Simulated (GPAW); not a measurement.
Set up this calculation in GPAW 26.7.0, as an ASE script.

| Item | Value |
| --- | --- |
| Task | equation of state |
| Functional | revPBE |
| Potentials or basis | the program's PAW data sets (release 1.2.1) made for this functional |
| Cutoff | 800 eV |
| Basis | pw |
| k mesh | 10 × 10 × 10 |
| Occupations | fermi-dirac, width 0.05 eV |
| Spin | no spin polarisation |
| Maxiter | 150 |
| Eos scales | [0.94, 0.96, 0.98, 1.0, 1.02, 1.04, 1.06] |

The structure of C lies in C.cif:

```cif
data_C
_cell_length_a 3.56674000
_cell_length_b 3.56674000
_cell_length_c 3.56674000
_cell_angle_alpha 90.00000000
_cell_angle_beta 90.00000000
_cell_angle_gamma 90.00000000
_space_group_name_H-M_alt 'Fd-3m'
_space_group_name_Hall 'F 4d 2 3 -1d'
_space_group_IT_number 227
loop_
_space_group_symop_operation_xyz
'x,y,z'
'-y+1/4,x+1/4,z+1/4'
'-x,-y+1/2,z+1/2'
'y+3/4,-x+1/4,z+3/4'
'x,-y,-z'
'-y+1/4,-x+3/4,-z+3/4'
'-x,y+1/2,-z+1/2'
'y+3/4,x+3/4,-z+1/4'
'z,x,y'
'z+1/4,-y+1/4,x+1/4'
'z+1/2,-x,-y+1/2'
'z+3/4,y+3/4,-x+1/4'
'-z,x,-y'
'-z+3/4,-y+1/4,-x+3/4'
'-z+1/2,-x,y+1/2'
'-z+1/4,y+3/4,x+3/4'
'y,z,x'
'x+1/4,z+1/4,-y+1/4'
'-y+1/2,z+1/2,-x'
'-x+1/4,z+3/4,y+3/4'
'-y,-z,x'
'-x+3/4,-z+3/4,-y+1/4'
'y+1/2,-z+1/2,-x'
'x+3/4,-z+1/4,y+3/4'
'-x+1/4,-y+1/4,-z+1/4'
'y,-x,-z'
'x+1/4,y+3/4,-z+3/4'
'-y+1/2,x,-z+1/2'
'-x+1/4,y+1/4,z+1/4'
'y,x+1/2,z+1/2'
'x+1/4,-y+3/4,z+3/4'
'-y+1/2,-x+1/2,z'
'-z+1/4,-x+1/4,-y+1/4'
'-z,y,-x'
'-z+3/4,x+1/4,y+3/4'
'-z+1/2,-y+1/2,x'
'z+1/4,-x+1/4,y+1/4'
'z+1/2,y,x+1/2'
'z+3/4,x+1/4,-y+3/4'
'z,-y+1/2,-x+1/2'
'-y+1/4,-z+1/4,-x+1/4'
'-x,-z,y'
'y+3/4,-z+3/4,x+1/4'
'x,-z+1/2,-y+1/2'
'y+1/4,z+1/4,-x+1/4'
'x+1/2,z+1/2,y'
'-y+3/4,z+3/4,x+1/4'
'-x+1/2,z,-y+1/2'
'x,y+1/2,z+1/2'
'-y+1/4,x+3/4,z+3/4'
'-x,-y,z'
'y+3/4,-x+3/4,z+1/4'
'x,-y+1/2,-z+1/2'
'-y+1/4,-x+1/4,-z+1/4'
'-x,y,-z'
'y+3/4,x+1/4,-z+3/4'
'z,x+1/2,y+1/2'
'z+1/4,-y+3/4,x+3/4'
'z+1/2,-x+1/2,-y'
'z+3/4,y+1/4,-x+3/4'
'-z,x+1/2,-y+1/2'
'-z+3/4,-y+3/4,-x+1/4'
'-z+1/2,-x+1/2,y'
'-z+1/4,y+1/4,x+1/4'
'y,z+1/2,x+1/2'
'x+1/4,z+3/4,-y+3/4'
'-y+1/2,z,-x+1/2'
'-x+1/4,z+1/4,y+1/4'
'-y,-z+1/2,x+1/2'
'-x+3/4,-z+1/4,-y+3/4'
'y+1/2,-z,-x+1/2'
'x+3/4,-z+3/4,y+1/4'
'-x+1/4,-y+3/4,-z+3/4'
'y,-x+1/2,-z+1/2'
'x+1/4,y+1/4,-z+1/4'
'-y+1/2,x+1/2,-z'
'-x+1/4,y+3/4,z+3/4'
'y,x,z'
'x+1/4,-y+1/4,z+1/4'
'-y+1/2,-x,z+1/2'
'-z+1/4,-x+3/4,-y+3/4'
'-z,y+1/2,-x+1/2'
'-z+3/4,x+3/4,y+1/4'
'-z+1/2,-y,x+1/2'
'z+1/4,-x+3/4,y+3/4'
'z+1/2,y+1/2,x'
'z+3/4,x+3/4,-y+1/4'
'z,-y,-x'
'-y+1/4,-z+3/4,-x+3/4'
'-x,-z+1/2,y+1/2'
'y+3/4,-z+1/4,x+3/4'
'x,-z,-y'
'y+1/4,z+3/4,-x+3/4'
'x+1/2,z,y+1/2'
'-y+3/4,z+1/4,x+3/4'
'-x+1/2,z+1/2,-y'
'x+1/2,y,z+1/2'
'-y+3/4,x+1/4,z+3/4'
'-x+1/2,-y+1/2,z'
'y+1/4,-x+1/4,z+1/4'
'x+1/2,-y,-z+1/2'
'-y+3/4,-x+3/4,-z+1/4'
'-x+1/2,y+1/2,-z'
'y+1/4,x+3/4,-z+3/4'
'z+1/2,x,y+1/2'
'z+3/4,-y+1/4,x+3/4'
'z,-x,-y'
'z+1/4,y+3/4,-x+3/4'
'-z+1/2,x,-y+1/2'
'-z+1/4,-y+1/4,-x+1/4'
'-z,-x,y'
'-z+3/4,y+3/4,x+1/4'
'y+1/2,z,x+1/2'
'x+3/4,z+1/4,-y+3/4'
'-y,z+1/2,-x+1/2'
'-x+3/4,z+3/4,y+1/4'
'-y+1/2,-z,x+1/2'
'-x+1/4,-z+3/4,-y+3/4'
'y,-z+1/2,-x+1/2'
'x+1/4,-z+1/4,y+1/4'
'-x+3/4,-y+1/4,-z+3/4'
'y+1/2,-x,-z+1/2'
'x+3/4,y+3/4,-z+1/4'
'-y,x,-z'
'-x+3/4,y+1/4,z+3/4'
'y+1/2,x+1/2,z'
'x+3/4,-y+3/4,z+1/4'
'-y,-x+1/2,z+1/2'
'-z+3/4,-x+1/4,-y+3/4'
'-z+1/2,y,-x+1/2'
'-z+1/4,x+1/4,y+1/4'
'-z,-y+1/2,x+1/2'
'z+3/4,-x+1/4,y+3/4'
'z,y,x'
'z+1/4,x+1/4,-y+1/4'
'z+1/2,-y+1/2,-x'
'-y+3/4,-z+1/4,-x+3/4'
'-x+1/2,-z,y+1/2'
'y+1/4,-z+3/4,x+3/4'
'x+1/2,-z+1/2,-y'
'y+3/4,z+1/4,-x+3/4'
'x,z+1/2,y+1/2'
'-y+1/4,z+3/4,x+3/4'
'-x,z,-y'
'x+1/2,y+1/2,z'
'-y+3/4,x+3/4,z+1/4'
'-x+1/2,-y,z+1/2'
'y+1/4,-x+3/4,z+3/4'
'x+1/2,-y+1/2,-z'
'-y+3/4,-x+1/4,-z+3/4'
'-x+1/2,y,-z+1/2'
'y+1/4,x+1/4,-z+1/4'
'z+1/2,x+1/2,y'
'z+3/4,-y+3/4,x+1/4'
'z,-x+1/2,-y+1/2'
'z+1/4,y+1/4,-x+1/4'
'-z+1/2,x+1/2,-y'
'-z+1/4,-y+3/4,-x+3/4'
'-z,-x+1/2,y+1/2'
'-z+3/4,y+1/4,x+3/4'
'y+1/2,z+1/2,x'
'x+3/4,z+3/4,-y+1/4'
'-y,z,-x'
'-x+3/4,z+1/4,y+3/4'
'-y+1/2,-z+1/2,x'
'-x+1/4,-z+1/4,-y+1/4'
'y,-z,-x'
'x+1/4,-z+3/4,y+3/4'
'-x+3/4,-y+3/4,-z+1/4'
'y+1/2,-x+1/2,-z'
'x+3/4,y+1/4,-z+3/4'
'-y,x+1/2,-z+1/2'
'-x+3/4,y+3/4,z+1/4'
'y+1/2,x,z+1/2'
'x+3/4,-y+1/4,z+3/4'
'-y,-x,z'
'-z+3/4,-x+3/4,-y+1/4'
'-z+1/2,y+1/2,-x'
'-z+1/4,x+3/4,y+3/4'
'-z,-y,x'
'z+3/4,-x+3/4,y+1/4'
'z,y+1/2,x+1/2'
'z+1/4,x+3/4,-y+3/4'
'z+1/2,-y,-x+1/2'
'-y+3/4,-z+3/4,-x+1/4'
'-x+1/2,-z+1/2,y'
'y+1/4,-z+1/4,x+1/4'
'x+1/2,-z,-y+1/2'
'y+3/4,z+3/4,-x+1/4'
'x,z,y'
'-y+1/4,z+1/4,x+1/4'
'-x,z+1/2,-y+1/2'
loop_
_atom_site_label
_atom_site_type_symbol
_atom_site_symmetry_multiplicity
_atom_site_Wyckoff_symbol
_atom_site_fract_x
_atom_site_fract_y
_atom_site_fract_z
_atom_site_occupancy
C1 C 8 a 0.2500000000 0.2500000000 0.2500000000 1
```

This isn't the form of C at room conditions, which is graphite.

These files were run (other wordings do the same):

run.py

```python
import spglib
from ase import Atoms
from ase.eos import EquationOfState
from ase.io import Trajectory, read
from ase.units import GPa
from gpaw import GPAW, PW

atoms = read('C.cif')
cell, positions, numbers = spglib.find_primitive(
    (atoms.cell[:], atoms.get_scaled_positions(), atoms.numbers), symprec=1e-4)
atoms = Atoms(numbers, cell=cell, scaled_positions=positions, pbc=True)

traj = Trajectory('eos.traj', 'w')
volumes, energies = [], []
for x in [0.94, 0.96, 0.98, 1.0, 1.02, 1.04, 1.06]:
    a = atoms.copy()
    a.set_cell(atoms.cell * x**(1 / 3), scale_atoms=True)
    calc = GPAW(mode=PW(800),
                xc='revPBE',
                kpts={'size': (10, 10, 10), 'gamma': True},
                occupations={'name': 'fermi-dirac', 'width': 0.05},
                nbands=11,
                convergence={'density': 1e-05, 'energy': 1e-05},
                maxiter=150,
                txt=f'eos-{x:.2f}.txt')
    a.calc = calc
    energies.append(a.get_potential_energy(force_consistent=True))
    volumes.append(a.get_volume())
    p = -a.get_stress()[:3].mean() / GPa
    calc.write(f'eos-{x:.2f}.gpw')
    traj.write(a)
    print(f'{x:.2f} {volumes[-1]:10.4f} A^3 {energies[-1]:14.6f} eV {p:9.3f} GPa', flush=True)

v0, e0, B = EquationOfState(volumes, energies, eos='birchmurnaghan').fit()
print(f'V0 = {v0:.4f} A^3, E0 = {e0:.6f} eV, B0 = {B / GPa:.2f} GPa')
```

Potentials or basis: the program's PAW data sets (release 1.2.1) made for this functional, pw.

The run is started by

```bash
$ OMP_NUM_THREADS=1 python run.py
```

It gave:

```yaml
Equilibrium_volume: 5.76 Å³/atom
Bulk_modulus: 422 GPa
Pressure_derivative_of_the_bulk_modulus: 3.7
```

It took 43 s on 1 thread of Arm Neoverse V2 (shared host), peak memory 0.18 GiB.
